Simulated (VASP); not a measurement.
# Al in VASP: relaxation of the atoms with PBE

Aim: the relaxation of the atoms of Al with PBE.

All numbers are computed with VASP 6.6.1; they aren't measurements. Logs are shortened: lines on timing, memory, paths and dates and some standing lists are left out, and cuts for length are marked.

## (1) Starting point

The cell holds a slab with vacuum, 11 atoms: a = 4.040 Å, b = 2.857 Å, c = 29.284 Å, α = 90.00°, β = 90.00°, γ = 90.00°.

The cell was built by a generator and needn't be a form met in nature.

## (2) Relaxation of the atoms, PBE

Contents of INCAR:

```
PREC = Accurate
ENCUT = 520
EDIFF = 1E-6
ISMEAR = 1
SIGMA = 0.1
LREAL = F
LASPH = T
NELM = 100
ALGO = Normal
ISIF = 2
LWAVE = F
LCHARG = F
GGA = PE
IBRION = 2
NSW = 30
EDIFFG = -0.02
KPAR = 2
```

Contents of KPOINTS:

```
regular mesh
0
Gamma
  16 12 1
```

Contents of POSCAR:

```
Al
1.0
    4.0400000000      0.0000000000      0.0000000000
    0.0000000000      2.8567114000      0.0000000000
    0.0000000000      0.0000000000     29.2835569800
Al
11
Direct
    0.0000000000      0.0000000000      0.2561164300
    0.5000000000      0.5000000000      0.3048931400
    0.0000000000      0.0000000000      0.3536698600
    0.5000000000      0.5000000000      0.4024465700
    0.0000000000      0.0000000000      0.4512232900
    0.5000000000      0.5000000000      0.5000000000
    0.0000000000      0.0000000000      0.5487767100
    0.5000000000      0.5000000000      0.5975534300
    0.0000000000      0.0000000000      0.6463301400
    0.5000000000      0.5000000000      0.6951068600
    0.0000000000      0.0000000000      0.7438835700
```

Potentials or basis: VASP PAW PBE potentials, release 64 (Al).

Started as:

```bash
cat potpaw_PBE.64/Al/POTCAR > POTCAR
mpirun -np 2 vasp_std > vasp.out
```

OUTCAR:

```text
PREC = Accurate
   ENCUT = 520
   EDIFF = 1E-6
   ISMEAR = 1
   LREAL = F
   LASPH = T
   NELM = 100
   ISIF = 2
   GGA = PE
   IBRION = 2
   NSW = 30
   EDIFFG = -0.02

 ion  position               nearest neighbor table
   1  0.000  0.000  0.256-   2 2.86   2 2.86   2 2.86   2 2.86   3 2.86
   2  0.500  0.500  0.305-   1 2.86   1 2.86   1 2.86   1 2.86   4 2.86   3 2.86   3 2.86   3 2.86
                             3 2.86
   3  0.000  0.000  0.354-   4 2.86   4 2.86   4 2.86   4 2.86   1 2.86   5 2.86   2 2.86   2 2.86
                             2 2.86   2 2.86
   4  0.500  0.500  0.402-   3 2.86   3 2.86   3 2.86   3 2.86   6 2.86   2 2.86   5 2.86   5 2.86
                             5 2.86   5 2.86
   5  0.000  0.000  0.451-   7 2.86   6 2.86   6 2.86   6 2.86   6 2.86   3 2.86   4 2.86   4 2.86
                             4 2.86   4 2.86
   6  0.500  0.500  0.500-   5 2.86   7 2.86   5 2.86   7 2.86   5 2.86   7 2.86   5 2.86   7 2.86
                             4 2.86   8 2.86
   7  0.000  0.000  0.549-   5 2.86   6 2.86   6 2.86   6 2.86   6 2.86   9 2.86   8 2.86   8 2.86
                             8 2.86   8 2.86
   8  0.500  0.500  0.598-   9 2.86   9 2.86   9 2.86   9 2.86   6 2.86  10 2.86   7 2.86   7 2.86
                             7 2.86   7 2.86
   9  0.000  0.000  0.646-   8 2.86   8 2.86   8 2.86   8 2.86  11 2.86   7 2.86  10 2.86  10 2.86
                            10 2.86  10 2.86
  10  0.500  0.500  0.695-  11 2.86  11 2.86  11 2.86  11 2.86   8 2.86   9 2.86   9 2.86   9 2.86
                             9 2.86
  11  0.000  0.000  0.744-  10 2.86  10 2.86  10 2.86  10 2.86   9 2.86

  LATTYP: Found a simple orthorhombic cell.
 ALAT       =     2.8567114000
 B/A-ratio  =     1.4142135604
 C/A-ratio  =    10.2507929152

  Lattice vectors:

 A1 = (   0.0000000000,  -2.8567114000,   0.0000000000)
 A2 = (   4.0400000000,   0.0000000000,   0.0000000000)
 A3 = (   0.0000000000,   0.0000000000,  29.2835569800)

Analysis of symmetry for initial positions (statically):
=====================================================================
 Subroutine PRICEL returns:
 Original cell was already a primitive cell.

 Routine SETGRP: Setting up the symmetry group for a
 simple orthorhombic supercell.

 Subroutine GETGRP returns: Found  8 space group operations
 (whereof  8 operations were pure point group operations)
 out of a pool of  8 trial point group operations.

The static configuration has the point symmetry D_2h.

Analysis of symmetry for dynamics (positions and initial velocities):
=====================================================================
 Subroutine PRICEL returns:
 Original cell was already a primitive cell.

 Routine SETGRP: Setting up the symmetry group for a
 simple orthorhombic supercell.

 Subroutine GETGRP returns: Found  8 space group operations
 (whereof  8 operations were pure point group operations)
 out of a pool of  8 trial point group operations.

The dynamic configuration has the point symmetry D_2h.

 Subroutine INISYM returns: Found  8 space group operations
 (whereof  8 operations are pure point group operations),
 and found     1 'primitive' translations

----------------------------------------------------------------------------------------

                                     Primitive cell

  volume of cell :     337.9649

  direct lattice vectors                    reciprocal lattice vectors
     4.040000000  0.000000000  0.000000000     0.247524752  0.000000000  0.000000000
     0.000000000  2.856711400  0.000000000     0.000000000  0.350052861  0.000000000
     0.000000000  0.000000000 29.283556980     0.000000000  0.000000000  0.034148857

  length of vectors
     4.040000000  2.856711400 29.283556980     0.247524752  0.350052861  0.034148857

  position of ions in fractional coordinates (direct lattice)
     0.000000000  0.000000000  0.256116430
     0.500000000  0.500000000  0.304893140
     0.000000000  0.000000000  0.353669860
     0.500000000  0.500000000  0.402446570
     0.000000000  0.000000000  0.451223290
     0.500000000  0.500000000  0.500000000
     0.000000000  0.000000000  0.548776710
     0.500000000  0.500000000  0.597553430
     0.000000000  0.000000000  0.646330140
     0.500000000  0.500000000  0.695106860
     0.000000000  0.000000000  0.743883570

  ion indices of the primitive-cell ions
   primitive index   ion index
                 1           1
                 2           2
                 3           3
                 4           4
                 5           5
                 6           6
                 7           7
                 8           8
                 9           9
                10          10
                11          11

----------------------------------------------------------------------------------------

 KPOINTS: regular mesh

Automatic generation of k-mesh.
 Grid dimensions read from file:
 generate k-points for:   16   12    1

 Generating k-lattice:

  Cartesian coordinates                     Fractional coordinates (reciprocal lattice)
     0.015470297  0.000000000  0.000000000     0.062500000  0.000000000  0.000000000
     0.000000000  0.029171072  0.000000000     0.000000000  0.083333333  0.000000000
     0.000000000  0.000000000  0.034148857     0.000000000  0.000000000  1.000000000

  Length of vectors
     0.015470297  0.029171072  0.034148857

  Shift w.r.t. Gamma in fractional coordinates (k-lattice)
     0.000000000  0.000000000  0.000000000

 Subroutine IBZKPT returns following result:
 ===========================================

 Found     63 irreducible k-points:

 Following reciprocal coordinates:
            Coordinates               Weight
  0.000000  0.000000  0.000000      1.000000
  0.062500  0.000000  0.000000      2.000000
  0.125000  0.000000  0.000000      2.000000
  0.187500  0.000000  0.000000      2.000000
  0.250000  0.000000  0.000000      2.000000
  0.312500  0.000000  0.000000      2.000000
[... 16 lines left out ...]
  0.250000  0.166667  0.000000      4.000000
  0.312500  0.166667  0.000000      4.000000
 [... further k-points ...]
   k-points           NKPTS =     63   k-points in BZ     NKDIM =     63   number of bands    NBANDS=     22
   number of dos      NEDOS =    301   number of ions     NIONS =     11
   total plane-waves  NPLWV = 161280
   dimension x,y,z NGX =    30 NGY =   24 NGZ =  224
   dimension x,y,z NGXF=    60 NGYF=   48 NGZF=  448
   ions per type =              11
   NGX,Y,Z   is equivalent  to a cutoff of  12.34, 13.97, 12.72 a.u.
   NGXF,Y,Z  is equivalent  to a cutoff of  24.69, 27.93, 25.43 a.u.
 SYSTEM =  unknown system
   PREC   = accura    normal or accurate (medium, high low for compatibility)
   ISTART =      0    job   : 0-new  1-cont  2-samecut
   ICHARG =      2    charge: 1-file 2-atom 10-const
   ISPIN  =      1    spin polarized calculation?
   LNONCOLLINEAR =      F non collinear calculations
   LSORBIT =      F    spin-orbit coupling
   LASPH  =      T    aspherical Exc in radial PAW
   ENCUT  =  520.0 eV  38.22 Ry    6.18 a.u.   7.51  5.31 54.45*2*pi/ulx,y,z
   NELM   =    100;   NELMIN=  2; NELMDL= -5     # of ELM steps
   EDIFF  = 0.1E-05   stopping-criterion for ELM
   LREAL  =      F    real-space projection
   EDIFFG = -.2E-01   stopping-criterion for IOM
   NSW    =     30    number of steps for IOM
   IBRION =      2    ionic relax: 0-MD 1-quasi-New 2-CG
   NFREE  =      1    steps in history (QN), initial steepest desc. (CG)
   ISIF   =      2    stress and relaxation
   ISYM   =      2    0-nonsym 1-usesym 2-fastsym
   POTIM  = 0.5000    time-step for ionic-motion
   TEBEG  =    0.0;   TEEND  =   0.0 temperature during run
   PSTRESS=    0.0 pullay stress
   NELECT =      33.0000    total number of electrons
   NUPDOWN=      -1.0000    fix difference up-down
   EMIN   =  10.00;   EMAX   =-10.00  energy-range for DOS
   EFERMI =   0.00;   METHOD = LEGACY
   ISMEAR =     1;   SIGMA  =   0.10  broadening in eV -4-tet -1-fermi 0-gaus
   EFERMI_NEDOS =   21; number of points for ismear=-14 and -15
   IALGO  =     38    algorithm
   IMIX   =      4    mixing-type and parameters
     AMIX     =   0.40;   BMIX     =  1.00
     AMIX_MAG =   1.60;   BMIX_MAG =  1.00
  volume/ion in A,a.u.               =      30.72       207.34
  Fermi-wavevector in a.u.,A,eV,Ry     =   0.753857  1.424583  7.732196  0.568300
  Thomas-Fermi vector in A             =   1.851392
   LORBIT       =      0    0 simple, 1 ext, 2 COOP (PROOUT), +10 PAW based schemes
   GGA     = PE    functional components
   LHFCALC =     F    Hartree Fock is set to
   AEXX    =    0.0000 exact exchange contribution
   IVDW    =     0    specifies the selected vdW correction
   LEPSILON=     F    determine dielectric tensor
   LRPA    =     F    only Hartree local field effects (RPA)
 conjugate gradient relaxation of ions
 non-spin polarized calculation
 Methfessel and Paxton  Order N= 1 SIGMA  =   0.10
  energy-cutoff  :      520.00
  volume of cell :      337.96
 maximum number of plane-waves:      9157
   NGX = 15   NGY = 11   NGZ =109

--------------------------------------- Ionic step        1  -------------------------------------------

 number of electron      33.0000000 magnetization

 Free energy of the ion-electron system (eV)
  ---------------------------------------------------
  ext. energy  EPLUGINS =         0.00000000
  ---------------------------------------------------
  free energy    TOTEN  =       -39.73065662 eV

  energy without entropy =      -39.73157030  energy(sigma->0) =      -39.73096118

------------------------ aborting loop because EDIFF is reached ----------------------------------------

  FORCE on cell =-STRESS in cart. coord.  units (eV):
  Direction    XX          YY          ZZ          XY          YZ          ZX
  --------------------------------------------------------------------------------------
  -------------------------------------------------------------------------------------
  Total       -1.5579505     -1.7686552     -0.6673999     -0.0000000      0.0000000      0.0000000
  in kB       -7.3857172     -8.3845970     -3.1639176     -0.0000000      0.0000000      0.0000000
  external PRESSURE =      -6.3114106 kB  Pullay stress =       0.0000000 kB
[... 255 lines left out ...]
  energy  without entropy=      -39.7530902252  energy(sigma->0) =      -39.75407570

--------------------------------------- Ionic step        7  -------------------------------------------

 number of electron      33.0000000 magnetization

 Free energy of the ion-electron system (eV)
  ---------------------------------------------------
  ext. energy  EPLUGINS =         0.00000000
  ---------------------------------------------------
  free energy    TOTEN  =       -39.75493121 eV

  energy without entropy =      -39.75333196  energy(sigma->0) =      -39.75439813

 E-fermi :   2.4957     XC(G=0):  -6.1535

 val. band max:        2.4851318080   @ k =   0.4375   0.0833   0.0000
 cond. band min:       2.4980735825   @ k =   0.0625   0.1667   0.0000
 fundamental gap:      0.0129417745
 Fermi energy:         2.4956731835

 k-point     1 :       0.0000    0.0000    0.0000
  band No.  band energies     occupation
      1      -8.5088      2.00000
      2      -8.1284      2.00000
      3      -7.4514      2.00000
      4      -6.5460      2.00000
      5      -5.3928      2.00000
      6      -3.9668      2.00000
[... 574 lines left out ...]
      6      -3.7984      2.00000
[... 14 lines left out ...]
     21       5.0692      0.00000
     22       5.6541      0.00000

 [... further k-points ...]

------------------------ aborting loop because EDIFF is reached ----------------------------------------

  FORCE on cell =-STRESS in cart. coord.  units (eV):
  Direction    XX          YY          ZZ          XY          YZ          ZX
  --------------------------------------------------------------------------------------
  -------------------------------------------------------------------------------------
  Total       -1.0642409     -1.1779369     -0.3922534      0.0000000      0.0000000      0.0000000
  in kB       -5.0452066     -5.5842010     -1.8595407      0.0000000      0.0000000      0.0000000
  external PRESSURE =      -4.1629828 kB  Pullay stress =       0.0000000 kB
[... 26 lines left out ...]
  FREE ENERGIE OF THE ION-ELECTRON SYSTEM (eV)
  ---------------------------------------------------
  free  energy   TOTEN  =       -39.7549312090 eV

  energy  without entropy=      -39.7533319589  energy(sigma->0) =      -39.75439813

 reached required accuracy - stopping structural energy minimisation
```

Run time: 20 min. Hardware: 2 MPI ranks of Intel Xeon 6975P-C (Granite Rapids), shared host; peak memory 0.62 GiB.

Results:

* Free energy: -39.7549 eV
* Energy gained by relaxing: 2.2 meV/atom
* Ionic steps: 7
* Largest force after relaxing: 0.019 eV/Å
* Band gap on the k mesh: none (metal or under the smearing width)

Forces on the atoms (eV/Å):
```
Al   0.000  0.000  0.006
Al   0.000  0.000  0.019
Al   0.000  0.000  0.013
Al   0.000  0.000  0.000
Al   0.000  0.000 -0.010
Al   0.000  0.000  0.000
Al   0.000  0.000  0.010
Al   0.000  0.000  0.000
Al   0.000  0.000 -0.013
Al   0.000  0.000 -0.019
Al   0.000  0.000 -0.006
```

The path:
```
step  energy change (eV)  largest force (eV/Å)  pressure (GPa)
   1              0.0000                0.2027           -0.63
   2             -0.0074                0.1711           -0.61
   3             -0.0207                0.0791           -0.52
   4             -0.0098                0.1769           -0.28
   5             -0.0225                0.0700           -0.46
   6             -0.0239                0.0323           -0.44
   7             -0.0243                0.0187           -0.42
```

Final structure:
```
CELL_PARAMETERS angstrom
4.04000 0.00000 0.00000
0.00000 2.85671 0.00000
0.00000 0.00000 29.28356
ATOMIC_POSITIONS crystal
Al 0.00000 0.00000 0.25834
Al 0.50000 0.50000 0.30320
Al 0.00000 0.00000 0.35403
Al 0.50000 0.50000 0.40154
Al 0.00000 0.00000 0.45086
Al 0.50000 0.50000 0.50000
Al 0.00000 0.00000 0.54914
Al 0.50000 0.50000 0.59846
Al 0.00000 0.00000 0.64597
Al 0.50000 0.50000 0.69680
Al 0.00000 0.00000 0.74166
```
